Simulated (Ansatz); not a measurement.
# BaTiO3: how the plane-wave cutoff moves the results

Computed with Ansatz 0.2.0, DFT PBEsol, scalar-relativistic, plane waves, PAW.

```cif
data_structure
_symmetry_space_group_name_H-M 'P 1'
_symmetry_Int_Tables_number 1
_cell_length_a 3.9900
_cell_length_b 4.0002
_cell_length_c 4.0386
_cell_angle_alpha 89.087
_cell_angle_beta 90.434
_cell_angle_gamma 89.925
_cell_volume 64.45
loop_
_atom_site_label
_atom_site_type_symbol
_atom_site_fract_x
_atom_site_fract_y
_atom_site_fract_z
_atom_site_occupancy
Ba1 Ba 0.00264 0.01486 0.03540 1
Ti1 Ti 0.51818 0.50163 0.52291 1
O1 O 0.48318 0.47510 0.96887 1
O2 O 0.47790 0.97063 0.46766 1
O3 O 0.02053 0.49905 0.49555 1
```

* Γ-centred k-mesh: 6×6×6
* occupation rule: Gaussian smearing, 0.02 eV
* spin treatment: unpolarised
* valence charge of the PAW sets: Ba 10, Ti 12, O 6

The atoms are held and the plane-wave cutoff is swept. Energies are extrapolated to zero smearing and count from the reference run, 600 eV. The cell was strained and its atoms displaced at random, so that forces don't vanish. Spin–orbit coupling is left out. Pressure is positive in compression and holds a correction for the finite cutoff (Pulay stress).

Times are rough; the reference took 25 s on 1 thread of Arm Neoverse V1, with other jobs on the host, peak memory 0.51 GiB.

Q: Tried: 200, 250, 300, 350, 420, 600 eV. From which plane-wave cutoff on does the energy per atom stay within 100, 10 and 1 meV of the reference?

A: 350 for 100 meV, 420 for 10 meV, none but the reference for 1 meV. The reference itself isn't shown to be converged. At 420 eV, where the energy is within 10 meV, force components already agree to within 0.001 eV/Å, where the largest force is 1.508 eV/Å.

| cutoff (eV) | ΔE (meV/atom) | P (GPa) | largest change of a force component (eV/Å) | gap on mesh (eV) | plane waves at Γ | wall time (s) |
| --- | --- | --- | --- | --- | --- | --- |
| 200 | 4891 | 5.99 | 1.789 | 1.808 | 437 | 6.9 |
| 250 | 1307 | -3.05 | 0.290 | 2.118 | 593 | 8.9 |
| 300 | 316 | -0.95 | 0.213 | 2.110 | 743 | 10 |
| 350 | 61.4 | -0.20 | 0.027 | 2.149 | 957 | 14 |
| 420 | 4.03 | -0.19 | 0.001 | 2.150 | 1263 | 19 |
| 600 | 0.00 | -0.19 | 0.000 | 2.150 | 2123 | 25 |